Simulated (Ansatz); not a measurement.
Crystal: MnO2.

```
CELL_PARAMETERS angstrom
1.42843 0.82471 4.58393
-1.42843 0.82471 4.58393
0.00000 -1.64941 4.58393
ATOMIC_POSITIONS crystal
Mn 0.00000 0.00000 0.00000
O 0.73564 0.73564 0.73564
O 0.26436 0.26436 0.26436
```

Measurements of this composition are mostly on another form, of space group No. 136.

Base run:

| Property | Result |
| --- | --- |
| Program | Ansatz 0.2.0 |
| Functional | PBEsol |
| Potentials or basis | all-electron LAPW, scalar-relativistic |
| Cutoff | 418 eV (chosen from the basis error) |
| Basis error allowed | 0.002 eV/atom |
| k mesh | 11 × 11 × 11 |
| Occupations | fermi-dirac, width 0.05 eV |
| Spin | collinear spin, ferromagnetic start |
| Starting moments | [4.0, 0.0, 0.0] μB |

Its results: band gap on the k mesh 0.78 eV, indirect (least direct gap 0.85 eV); pressure -2.0 GPa; net moment 3.00 μB per cell; site moments Mn +2.72; O +0.05 μB; largest force 0.161 eV/Å.

The run is repeated on the same cell with these changes: functional from PBEsol to LDA. What comes out?

Band gap on the k mesh 0.48 eV, indirect (least direct gap 0.53 eV); pressure -8.5 GPa; net moment 3.00 μB per cell; site moments Mn +2.70; O +0.06 μB; largest force 0.531 eV/Å.

LDA binds more tightly than PBEsol, so the same cell stands under less pressure.

Caveats: a cell with one magnetic atom can't hold antiferromagnetic order, which such compounds often take.

A k mesh can miss the band edges.
